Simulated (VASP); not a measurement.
# Pt (Fm-3m) in VASP: single point with PBEsol

Aim: the single point of Pt with PBEsol.

Everything below comes from runs of VASP 6.6.1. Logs are shortened: lines on timing, memory, paths and dates and some standing lists are left out, and cuts for length are marked.

## (1) Starting point

It takes space group Fm-3m (No. 225, cubic). The conventional cell has a = 3.917 Å, b = 3.917 Å, c = 3.917 Å, α = 90.00°, β = 90.00°, γ = 90.00°. Pt (site symmetry m-3m) is surrounded by 12 Pt at 2.77 Å.

## (2) Single point, PBEsol, non-collinear spin, zero start, spin-orbit coupling

Contents of INCAR:

```
SYSTEM = Pt
PREC = Accurate
ENCUT = 520
EDIFF = 1E-6
ISMEAR = 0
SIGMA = 0.1
LREAL = .False.
LASPH = .True.
NELM = 80
ALGO = Fast
ISIF = 2
LWAVE = .False.
LCHARG = .False.
MAGMOM = 0 0 0
LORBIT = 11
LSORBIT = .True.
GGA_COMPAT = .False.
LMAXMIX = 4
GGA = PS
NBANDS = 21
```

Contents of KPOINTS:

```
Automatic mesh
0
Gamma
  18 18 18
  0 0 0
```

Contents of POSCAR:

```
Pt
1.0
    0.0000000000      1.9583100000      1.9583100000
    1.9583100000      0.0000000000      1.9583100000
    1.9583100000      1.9583100000      0.0000000000
Pt
1
Direct
    0.0000000000      0.0000000000      0.0000000000
```

Potentials or basis: VASP PAW PBE potentials, release 64 (Pt).

The run is started by

```
> cat potpaw_PBE.64/Pt/POTCAR > POTCAR
> mpirun -np 1 vasp_ncl > vasp.out
```

OUTCAR:

```text
SYSTEM = Pt
   PREC = Accurate
   ENCUT = 520
   EDIFF = 1E-6
   ISMEAR = 0
   LREAL = .False.
   LASPH = .True.
   NELM = 80
   ISIF = 2
   LORBIT = 11
   LSORBIT = .True.
   GGA = PS

 ion  position               nearest neighbor table
   1  0.000  0.000  0.000-

  LATTYP: Found a face centered cubic cell.
 ALAT       =     3.9166200000

  Lattice vectors:

 A1 = (   0.0000000000,   1.9583100000,   1.9583100000)
 A2 = (   1.9583100000,   0.0000000000,   1.9583100000)
 A3 = (   1.9583100000,   1.9583100000,   0.0000000000)

Analysis of symmetry for initial positions (statically):
=====================================================================
 Subroutine PRICEL returns:
 Original cell was already a primitive cell.

 Routine SETGRP: Setting up the symmetry group for a
 face centered cubic supercell.

 Subroutine GETGRP returns: Found 48 space group operations
 (whereof 48 operations were pure point group operations)
 out of a pool of 48 trial point group operations.

The static configuration has the point symmetry O_h .

Analysis of symmetry for dynamics (positions and initial velocities):
=====================================================================
 Subroutine PRICEL returns:
 Original cell was already a primitive cell.

 Routine SETGRP: Setting up the symmetry group for a
 face centered cubic supercell.

 Subroutine GETGRP returns: Found 48 space group operations
 (whereof 48 operations were pure point group operations)
 out of a pool of 48 trial point group operations.

The dynamic configuration has the point symmetry O_h .

Analysis of structural, dynamic, and magnetic symmetry:
=====================================================================
 Subroutine PRICEL returns:
 Original cell was already a primitive cell.

 Routine SETGRP: Setting up the symmetry group for a
 face centered cubic supercell.

 Subroutine GETGRP returns: Found 48 space group operations
 (whereof 48 operations were pure point group operations)
 out of a pool of 48 trial point group operations.

The overall configuration has the point symmetry O_h .

 Subroutine INISYM returns: Found 48 space group operations
 (whereof 48 operations are pure point group operations),
 and found     1 'primitive' translations

----------------------------------------------------------------------------------------

                                     Primitive cell

  volume of cell :      15.0202

  direct lattice vectors                    reciprocal lattice vectors
     0.000000000  1.958310000  1.958310000    -0.255322191  0.255322191  0.255322191
     1.958310000  0.000000000  1.958310000     0.255322191 -0.255322191  0.255322191
     1.958310000  1.958310000  0.000000000     0.255322191  0.255322191 -0.255322191

  length of vectors
     2.769468561  2.769468561  2.769468561     0.442231007  0.442231007  0.442231007

  position of ions in fractional coordinates (direct lattice)
     0.000000000  0.000000000  0.000000000

  ion indices of the primitive-cell ions
   primitive index   ion index
                 1           1

----------------------------------------------------------------------------------------

 KPOINTS: Automatic mesh

Automatic generation of k-mesh.
 Grid dimensions read from file:
 generate k-points for:   18   18   18

 Generating k-lattice:

  Cartesian coordinates                     Fractional coordinates (reciprocal lattice)
    -0.014184566  0.014184566  0.014184566     0.055555556  0.000000000  0.000000000
     0.014184566 -0.014184566  0.014184566     0.000000000  0.055555556  0.000000000
     0.014184566  0.014184566 -0.014184566     0.000000000  0.000000000  0.055555556

  Length of vectors
     0.024568389  0.024568389  0.024568389

  Shift w.r.t. Gamma in fractional coordinates (k-lattice)
     0.000000000  0.000000000  0.000000000

 Subroutine IBZKPT returns following result:
 ===========================================

 Found    195 irreducible k-points:

 Following reciprocal coordinates:
            Coordinates               Weight
  0.000000  0.000000  0.000000      1.000000
  0.055556  0.000000  0.000000      8.000000
  0.111111  0.000000  0.000000      8.000000
  0.166667  0.000000  0.000000      8.000000
  0.222222  0.000000  0.000000      8.000000
  0.277778  0.000000  0.000000      8.000000
[... 16 lines left out ...]
 -0.277778  0.055556  0.000000     24.000000
 -0.222222  0.055556  0.000000     24.000000
 [... further k-points ...]
   k-points           NKPTS =    195   k-points in BZ     NKDIM =    195   number of bands    NBANDS=     21
   number of dos      NEDOS =    301   number of ions     NIONS =      1
   total plane-waves  NPLWV =  13824
   dimension x,y,z NGX =    24 NGY =   24 NGZ =   24
   dimension x,y,z NGXF=    48 NGYF=   48 NGZF=   48
   ions per type =               1
   NGX,Y,Z   is equivalent  to a cutoff of  14.41, 14.41, 14.41 a.u.
   NGXF,Y,Z  is equivalent  to a cutoff of  28.81, 28.81, 28.81 a.u.
 SYSTEM =  Pt
   PREC   = accura    normal or accurate (medium, high low for compatibility)
   ISTART =      0    job   : 0-new  1-cont  2-samecut
   ICHARG =      2    charge: 1-file 2-atom 10-const
   ISPIN  =      1    spin polarized calculation?
   LNONCOLLINEAR =      T non collinear calculations
   LSORBIT =      T    spin-orbit coupling
   LASPH  =      T    aspherical Exc in radial PAW
   ENCUT  =  520.0 eV  38.22 Ry    6.18 a.u.   5.15  5.15  5.15*2*pi/ulx,y,z
   NELM   =     80;   NELMIN=  2; NELMDL= -5     # of ELM steps
   EDIFF  = 0.1E-05   stopping-criterion for ELM
   LREAL  =      F    real-space projection
   EDIFFG = 0.1E-04   stopping-criterion for IOM
   NSW    =      0    number of steps for IOM
   IBRION =     -1    ionic relax: 0-MD 1-quasi-New 2-CG
   NFREE  =      0    steps in history (QN), initial steepest desc. (CG)
   ISIF   =      2    stress and relaxation
   ISYM   =      2    0-nonsym 1-usesym 2-fastsym
   POTIM  = 0.5000    time-step for ionic-motion
   TEBEG  =    0.0;   TEEND  =   0.0 temperature during run
   PSTRESS=    0.0 pullay stress
   NELECT =      10.0000    total number of electrons
   NUPDOWN=      -1.0000    fix difference up-down
   EMIN   =  10.00;   EMAX   =-10.00  energy-range for DOS
   EFERMI =   0.00;   METHOD = LEGACY
   ISMEAR =     0;   SIGMA  =   0.10  broadening in eV -4-tet -1-fermi 0-gaus
   EFERMI_NEDOS =   21; number of points for ismear=-14 and -15
   IALGO  =     68    algorithm
   IMIX   =      4    mixing-type and parameters
     AMIX     =   0.40;   BMIX     =  1.00
     AMIX_MAG =   1.60;   BMIX_MAG =  1.00
  volume/ion in A,a.u.               =      15.02       101.36
  Fermi-wavevector in a.u.,A,eV,Ry     =   1.429497  2.701359 27.803002  2.043463
  Thomas-Fermi vector in A             =   2.549445
   LORBIT       =     11    0 simple, 1 ext, 2 COOP (PROOUT), +10 PAW based schemes
   GGA     = PS    functional components
   LHFCALC =     F    Hartree Fock is set to
   AEXX    =    0.0000 exact exchange contribution
   IVDW    =     0    specifies the selected vdW correction
   LEPSILON=     F    determine dielectric tensor
   LRPA    =     F    only Hartree local field effects (RPA)
 RMM-DIIS sequential band-by-band and
 Gauss-broadening in eV      SIGMA  =   0.10
  energy-cutoff  :      520.00
  volume of cell :       15.02
 maximum number of plane-waves:       838
 NGX is ok and might be reduce to    24
   NGX = 11   NGY = 11   NGZ = 11

 number of electron      10.0000000 magnetization       0.0000000      0.0000000      0.0000000

 number of electron      10.0000000 magnetization       0.0000000      0.0000000     -0.0000000

 number of electron      10.0000000 magnetization      -0.0000000     -0.0000000      0.0000000

 Free energy of the ion-electron system (eV)
  ---------------------------------------------------
  ext. energy  EPLUGINS =         0.00000000
  ---------------------------------------------------
  free energy    TOTEN  =        -7.36190897 eV

  energy without entropy =       -7.35390487  energy(sigma->0) =       -7.35790692

 E-fermi :  11.2445     XC(G=0): -13.6546

 val. band max:       11.2360641134   @ k =  -0.3333   0.3889   0.1111
 cond. band min:      11.2519994173   @ k =   0.5000   0.1111   0.0000
 fundamental gap:      0.0159353040
 Fermi energy:        11.2444979255

 k-point     1 :       0.0000    0.0000    0.0000
  band No.  band energies     occupation
      1       0.8352      1.00000
      2       0.8352      1.00000
      3       6.8923      1.00000
      4       6.8923      1.00000
      5       6.8923      1.00000
      6       6.8923      1.00000
[... 550 lines left out ...]
      5       7.1351      1.00000
      6       7.1351      1.00000
[... 13 lines left out ...]
     20      33.6874      0.00000
     21      34.9246      0.00000

 [... further k-points ...]

------------------------ aborting loop because EDIFF is reached ----------------------------------------

  FORCE on cell =-STRESS in cart. coord.  units (eV):
  Direction    XX          YY          ZZ          XY          YZ          ZX
  --------------------------------------------------------------------------------------
  -------------------------------------------------------------------------------------
  Total        0.0671590      0.0671590      0.0671590      0.0000000      0.0000000     -0.0000000
  in kB        7.1637482      7.1637482      7.1637482      0.0000000      0.0000000     -0.0000000
  external PRESSURE =       7.1637482 kB  Pullay stress =       0.0000000 kB

 VOLUME and BASIS-vectors are now :
 -----------------------------------------------------------------------------
  energy-cutoff  :      520.00
  volume of cell :       15.02
      direct lattice vectors                 reciprocal lattice vectors
     0.000000000  1.958310000  1.958310000    -0.255322191  0.255322191  0.255322191
     1.958310000  0.000000000  1.958310000     0.255322191 -0.255322191  0.255322191
     1.958310000  1.958310000  0.000000000     0.255322191  0.255322191 -0.255322191

 POSITION                                       TOTAL-FORCE (eV/Angst)
 -----------------------------------------------------------------------------------
      0.00000      0.00000      0.00000        -0.000000     -0.000000     -0.000000
 -----------------------------------------------------------------------------------
    total drift:                                0.000000      0.000000     -0.000000

  FREE ENERGIE OF THE ION-ELECTRON SYSTEM (eV)
  ---------------------------------------------------
  free  energy   TOTEN  =        -7.3619089736 eV

  energy  without entropy=       -7.3539048694  energy(sigma->0) =       -7.35790692

 Spin-Orbit-Coupling matrix elements

 Ion:    1  E_soc:     -0.7873266
 l=   1
     0.0000000    -0.0339374    -0.0339374
    -0.0339374     0.0000000    -0.0339374
    -0.0339374    -0.0339374     0.0000000
 l=   2
     0.0000000    -0.0168781     0.0000000    -0.0168781    -0.0804055
    -0.0168781     0.0000000    -0.0603041    -0.0168781    -0.0201014
     0.0000000    -0.0603041     0.0000000    -0.0603041     0.0000000
    -0.0168781    -0.0168781    -0.0603041     0.0000000    -0.0201014
    -0.0804055    -0.0201014     0.0000000    -0.0201014     0.0000000
 l=   3
     0.0000000     0.0000000     0.0000000     0.0000000     0.0000000     0.0000000     0.0000000
     0.0000000     0.0000000     0.0000000     0.0000000     0.0000000     0.0000000     0.0000000
     0.0000000     0.0000000     0.0000000     0.0000000     0.0000000     0.0000000     0.0000000
     0.0000000     0.0000000     0.0000000     0.0000000     0.0000000     0.0000000     0.0000000
     0.0000000     0.0000000     0.0000000     0.0000000     0.0000000     0.0000000     0.0000000
     0.0000000     0.0000000     0.0000000     0.0000000     0.0000000     0.0000000     0.0000000
     0.0000000     0.0000000     0.0000000     0.0000000     0.0000000     0.0000000     0.0000000

 total charge

# of ion       s       p       d       tot
------------------------------------------
    1        0.638   0.638   8.021   9.296

 magnetization (x)

# of ion       s       p       d       tot
------------------------------------------
    1        0.000   0.000  -0.000  -0.000

 magnetization (y)

# of ion       s       p       d       tot
------------------------------------------
    1       -0.000   0.000  -0.000  -0.000

 magnetization (z)

# of ion       s       p       d       tot
------------------------------------------
    1       -0.000  -0.000   0.000  -0.000
```

Run time: 82 s. Hardware: 1 thread of Intel Xeon Platinum 8488C (Sapphire Rapids), shared host; peak memory 0.25 GiB.

What came out:

```
Free energy                                           : -7.3619 eV
Pressure                                              : 0.7 GPa
Net moment                                            : 0.00 μB per cell
Valence electrons inside the program's atomic spheres : Pt 9.30
```

Moments on the atoms (μB; x, y, z):
```
Pt  0.00 0.00 0.00
```

Caveat: the PAW data sets were made with another functional, which shifts forces and pressure a little.
